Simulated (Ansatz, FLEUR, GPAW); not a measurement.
# SnTe: 3 runs at one level of theory

```
Te Sn
1.0
     0.00000    3.15085    3.15085
     3.15085    0.00000    3.15085
     3.15085    3.15085    0.00000
Te Sn
1 1
Direct
  0.50000 0.50000 0.50000
  0.00000 0.00000 0.00000
```

Alike in all runs: task band structure; functional BLYP; k mesh 7 × 7 × 7; occupations fermi-dirac, width 0.05 eV; no spin polarisation; no spin-orbit coupling. Pressure is positive in compression and, in plane waves, holds the error of the finite cutoff. Gaps are the smaller of the mesh's and the band path's.

| program and potentials | plane-wave cutoff (eV) | notes | band gap (eV) | pressure (GPa) |
| --- | --- | --- | --- | --- |
| GPAW, PAW data sets generated for this functional | 600 | - | 0.07 | 5.82 |
| FLEUR, all-electron, FLAPW | - | - | 0.07 | - |
| Ansatz, all-electron LAPW, scalar-relativistic | - | - | 0.07 | 6.09 |

All agree on the band gap. The pressure spans 5.82 (GPAW, PAW data sets generated for this functional) to 6.09 GPa (Ansatz, all-electron LAPW, scalar-relativistic), with all-electron results at 6.09. Spin-orbit coupling, left out here, moves the band edges of heavy atoms. The paths' points differ, which is worth about 0.01 eV.

Differences between rows come from potentials, basis sets and numerical settings, since the functional is the same but for its coding. Runs on potential files found faulty are left out.
